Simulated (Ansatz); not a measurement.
# Na: stress in a strained cell

Na is deformed so: zz strain of +3 %. What stress and forces result, by LAPW, PAW and all-electron datasets made for the crystal?

Method: DFT PBE, scalar-relativistic, in Ansatz 0.2.0.

**1. Starting point**

It takes space group Im-3m (No. 229, cubic). The conventional cell has a = 4.235 Å, b = 4.235 Å, c = 4.235 Å, α = 90.00°, β = 90.00°, γ = 90.00°. Around Na (site symmetry m-3m) lie 8 Na at 3.67 Å.

Structure file:

```
CELL_PARAMETERS angstrom
-2.11750 2.11750 2.11750
2.11750 -2.11750 2.11750
2.11750 2.11750 -2.11750
ATOMIC_POSITIONS crystal
Na 0.00000 0.00000 0.00000
```

**2. The deformed structure**

Space group Im-3m before, I4/mmm after.

**3. LAPW, all electrons**

The input, input.yaml:

```yaml
crystal:
  lattice:
    - [-2.1175, 2.1175, 2.181025]
    - [2.1175, -2.1175, 2.181025]
    - [2.1175, 2.1175, -2.181025]
  atoms:
    - { symbol: Na, position: [0.0, 0.0, 0.0] }
kpoints:
  mp_grid: { grid: [12, 12, 12] }
  band_path:
    path:
      - [0.0, 0.0, 0.0]
      - [0.0, 0.0, 0.5]
      - [0.25, 0.25, 0.25]
      - [0.0, 0.5, 0.0]
      - [0.0, 0.0, 0.0]
      - [0.5, 0.5, -0.5]
      - [0.4856489773, 0.5143510227, -0.4856489773]
      - [-0.4856489773, 0.4856489773, 0.4856489773]
      - [0.0, 0.0, 0.0]
    npoints: 5
scf:
  occupations: { method: fermi_dirac, width: 0.05 }
hamiltonian:
  xc: pbe
  pseudopotentials: { kind: all_electron, lapw: { basis_error: 0.00025 } }
output:
  forces: true
  stress: true
  eigenvalues: true
```

The run is started by

```console
$ ansatz run input.yaml --threads 1 --pin off --max-ram 3072MiB --backend cpu --events-out ev --progress --plain --runs-dir out
```

**4. PAW on the default files**

The input, input.yaml:

```yaml
crystal:
  lattice:
    - [-2.1175, 2.1175, 2.181025]
    - [2.1175, -2.1175, 2.181025]
    - [2.1175, 2.1175, -2.181025]
  atoms:
    - { symbol: Na, position: [0.0, 0.0, 0.0] }
kpoints:
  mp_grid: { grid: [12, 12, 12] }
scf:
  occupations: { method: fermi_dirac, width: 0.05 }
hamiltonian:
  xc: pbe
  pseudopotentials: { kind: paw }
output:
  forces: true
  stress: true
  eigenvalues: true
  efg: { contact_densities: true }
```

**5. All-electron PAW on datasets made for the crystal**

Edit input.yaml of step 4 so:

```diff
@@ -13,3 +13,3 @@
   xc: pbe
-  pseudopotentials: { kind: paw }
+  pseudopotentials: { kind: all_electron, datasets: crystal }
 output:
```

(Steps that only read results are left out.)

**Question.** What will these runs give? Wanted: pressure; largest shear or deviatoric stress.

As calculated:

```
                                 quantity                                              value
                                 pressure  LAPW -0.38, PAW -0.39, crystal datasets -0.38 GPa
largest shear or deviatoric stress (LAPW)                                           0.03 GPa
```

In words: The largest part of the stress beyond the pressure is 0.03 GPa in size, in the zz component. No run of the undeformed cell stands beside it, so the pressure holds what the given cell had before the change. PAW: stress within 0.01 GPa of LAPW. Crystal datasets: stress within 0.01 GPa of LAPW.
